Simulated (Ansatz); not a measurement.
## Field gradients of LiH₃O₂ from run to run

Cell of run 1: a COD entry (perhaps calculated rather than measured).

Space group C2/m (No. 12); a = 7.4153, b = 8.3054, c = 3.1950 Å, β = 110.11°.

| site | Wyckoff | site symmetry | x | y | z |
| --- | --- | --- | --- | --- | --- |
| Li | 4h | 2 | 0.5000 | 0.8479 | 0.5000 |
| H3 | 4i | m | 0.2653 | 0.0000 | 0.6737 |
| H5 | 8j | 1 | 0.6113 | 0.6326 | 0.1389 |
| O9 | 4i | m | 0.2860 | 0.0000 | 0.3959 |
| O11 | 4g | 2 | 0.5000 | 0.7067 | 0.0000 |

One atom of each set is listed; the run and its k-mesh use a cell of 12 atoms with edges of 5.57, 5.57, 3.19 Å.

Relaxed positions (PBE, cell held):

Li (0.5000, 0.8467, 0.5000)
H3 (0.2622, 0.0000, 0.6664)
H5 (0.6128, 0.6317, 0.1367)
O9 (0.2842, 0.0000, 0.3825)
O11 (0.5000, 0.7072, 0.0000)

All runs are DFT with Ansatz 0.2.0 (plane waves and PAW, scalar-relativistic unless spin–orbit coupling is named, Γ-centred meshes, Fermi–Dirac smearing where given) in this cell.

Run 1: PBE, atoms as given; 420 eV, 4×4×7 k-points, smearing 0.02 eV.
Run 2: PBE, atoms relaxed; 420 eV, 4×4×7 k-points, smearing 0.02 eV.
Run 3: r2SCAN, at the relaxed atoms; 500 eV, 4×4×7 k-points, smearing 0.02 eV.

| run | H3 V_zz (η) | O9 V_zz (η) | O11 V_zz (η) |
| --- | --- | --- | --- |
| 1 | 4.93 (0.01) | 12.07 (0.02) | -11.10 (0.85) |
| 2 | ? | ? | ? |
| 3 | 4.08 (0.01) | 13.00 (0.00) | -11.34 (0.82) |

V_zz in 10²¹ V/m²; 3 of the 5 sets of like atoms are followed.

Q: Estimate the row of run 2.

A: H3: 4.15 (0.01); O9: 12.48 (0.02); O11: -11.01 (0.83). It lies nearest to run 3, from whose tensors on these sites it differs by 0.52 at most (largest principal value of the difference, on O9). Taken one at a time, the positions of the atoms (as given or relaxed) move the tensors on these sites by up to 0.78 (largest principal value of the change, on H3), the functional (r2SCAN with its higher cutoff) by 0.52 (O9).

The lattice is static: at room temperature water may turn and average the couplings of its hydrogen. In runs 1, 3 the atoms aren't at the calculated equilibrium (largest force 1.2, 0.46 eV/Å).
